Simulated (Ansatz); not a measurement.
**ZrSe2 under changes of volume**

One of the cells (25.784 Å³/atom); the others are scaled copies at fixed shape and fractional positions:

```
Zr Se
1.0
     3.79800    0.00000    0.00000
    -1.89900    3.28916    0.00000
     0.00000    0.00000    6.19200
Zr Se
1 2
Direct
  0.00000 0.00000 0.00000
  0.66667 0.33333 0.75000
  0.33333 0.66667 0.25000
```

| Item | Value |
| --- | --- |
| Program | Ansatz 0.2.0 |
| Functional | PBE |
| Dispersion | D4 |
| Potentials or basis | Ansatz PAW |
| Cutoff | 420 eV (not typed: the program's choice for these potentials) |
| k mesh | 8 × 8 × 5 |
| Occupations | fermi-dirac, width 0.05 eV |
| Spin | no spin polarisation |

```tsv
volume (Å³/atom)	energy over the lowest point (meV/atom)	pressure (GPa)	gap on the mesh (eV)	largest force (eV/Å)
24.237	?	?	?	?
24.753	11.19	3.6	0.36	0.761
25.268	2.75	1.7	0.39	0.516
25.784	0.00	0.0	0.41	0.289
26.300	2.38	-1.5	0.43	0.077
26.815	9.38	-2.9	0.45	0.120
27.331	20.58	-4.1	0.47	0.303
```

**Question.** What does the run at 24.237 Å³/atom give?

**Answer.** Energy over the lowest point 25.91 meV/atom; pressure 5.6 GPa; gap on the mesh 0.34 eV; largest force 1.024 eV/Å.

Worked out: A Birch-Murnaghan fit of order 3 (a polynomial in V^(-2/3)) to the other rows has its minimum at 25.79 Å³/atom with B0 = V·E''(V) = 80 GPa and B' = 4.2 at fixed shape and positions, which overstates the stiffness. It gives 25.96 meV/atom at 24.237 Å³/atom, against the run's 25.91, and -dE/dV = 5.6 GPa, against 5.6. A straight line through the other rows of the gap, of slope 1.08 eV per unit of ln V, extrapolates to 0.34 eV, against the run's 0.34.

Energies are extrapolated to zero smearing.

Caveats: odd divisions of the mesh miss points on the zone boundary, where band edges often lie, so the gap on the mesh can be too wide; forces of over 1 eV/Å show positions far from the minimum, so gaps and moduli don't describe the material at rest (some runs).

A mesh can miss the band edges. Spin-orbit coupling on Se, Zr is left out.
